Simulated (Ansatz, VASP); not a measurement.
## PbS: VASP beside Ansatz

Contents of INCAR:

```
SYSTEM = PbS
  ALGO = Normal
  EDIFF = 1E-6
  ENCUT = 520
  GGA = PE
  ISIF = 2
  ISMEAR = 0
  IVDW = 12
  LASPH = .True.
  LCHARG = .True.
  LELF = .True.
  LREAL = .False.
  LVHAR = .True.
  LWAVE = .False.
  NBANDS = 17
  NELM = 100
  PREC = Accurate
  SIGMA = 0.03
```

The input KPOINTS:

```
k-points
0
Gamma
  10 10 10
  0 0 0
```

Contents of POSCAR:

```
PbS
1.0
    0.0000000000      3.0391250000      3.1132500000
    3.0391250000      0.0000000000      3.1132500000
    3.0391250000      3.0391250000      0.0000000000
Pb S
1 1
Direct
    0.0000000000      0.0000000000      0.0000000000
    0.5000000000      0.5000000000      0.5000000000
```

Input for Ansatz:

```yaml
crystal:
  lattice:
    - [0.0, 3.039125, 3.11325]
    - [3.039125, 0.0, 3.11325]
    - [3.039125, 3.039125, 0.0]
  atoms:
    - { symbol: Pb, position: [0.0, 0.0, 0.0] }
    - { symbol: S, position: [0.5, 0.5, 0.5] }
basis:
  ecutwfc: 420
kpoints:
  mp_grid: { grid: [10, 10, 10] }
hamiltonian:
  xc: pbe
  dispersion: d3bj
scf:
  occupations: { method: gaussian, width: 0.03 }
output:
  forces: true
  stress: true
  eigenvalues: true
```

Change from the starting cell: strain +0.025 along x and y, +0.050 along z, atoms carried along.

Alike in both runs: task single point; functional PBE; dispersion D3(BJ); k mesh 10 × 10 × 10; occupations gaussian, width 0.03 eV; no spin polarisation.

```csv
,VASP,Ansatz
version,VASP 6.6.1,Ansatz 0.2.0
potentials or method,"VASP PAW PBE potentials, release 64 (Pb_d, S)","scalar-relativistic, plane waves, PAW"
plane-wave cutoff (eV),520,420
valence electrons in the cell,20,20
```

Ansatz gave:

- gap on the k mesh at the Fermi level (eV): 0.65
- least direct gap on the mesh (eV): 0.65
- pressure (GPa): -3.7
- largest component of the traceless stress (GPa): 1.22

**Question.** Which values does VASP return?

**Answer.** gap on the k mesh at the Fermi level (eV): 0.66; least direct gap on the mesh (eV): 0.66; pressure (GPa): -3.7; largest component of the traceless stress (GPa): 1.22.

Ansatz warned: «dispersion_switch_in_reach».

Caveats: spin-orbit coupling is left out, which as a rule narrows the gap of such compounds by several tenths of an eV. A k mesh can miss the band edges.
